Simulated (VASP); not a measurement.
A run of VASP 6.6.1:

The input INCAR:

```
SYSTEM = C
PREC = Accurate ; ENCUT = 600
EDIFF = 1E-6 ; ISMEAR = -1
SIGMA = 0.05 ; LREAL = .False.
LASPH = .True. ; NELM = 100
ALGO = Normal ; ISIF = 3
LWAVE = .False. ; LCHARG = .False.
GGA = RP ; IVDW = 11
IBRION = 2 ; NSW = 60
EDIFFG = -0.005
```

Contents of KPOINTS:

```
regular mesh
0
Gamma
  13 13 13
  0 0 0
```

The input POSCAR:

```
C
1.0
    0.0000000000      1.7833700000      1.7833700000
    1.7833700000      0.0000000000      1.7833700000
    1.7833700000      1.7833700000      0.0000000000
C
2
Direct
    0.7500000000      0.7500000000      0.7500000000
    0.5000000000      0.5000000000      0.5000000000
```

Potentials or basis: VASP PAW PBE potentials, release 64 (C).

Launch:

```bash
$ cat potpaw_PBE.64/C/POTCAR > POTCAR
$ mpirun -np 1 vasp_std > vasp.out
```

Hardware: 1 thread of AMD EPYC 7R43 64-Core Processor (Zen 3), with other jobs on the host.

**Question.** How long does it take, and how much memory?

**Answer.** It took 26 s on 1 thread of AMD EPYC 7R43 64-Core Processor (Zen 3) (shared host), peak memory 0.1 GiB. Counts: scf iterations 21, k points 84, ion steps 3.
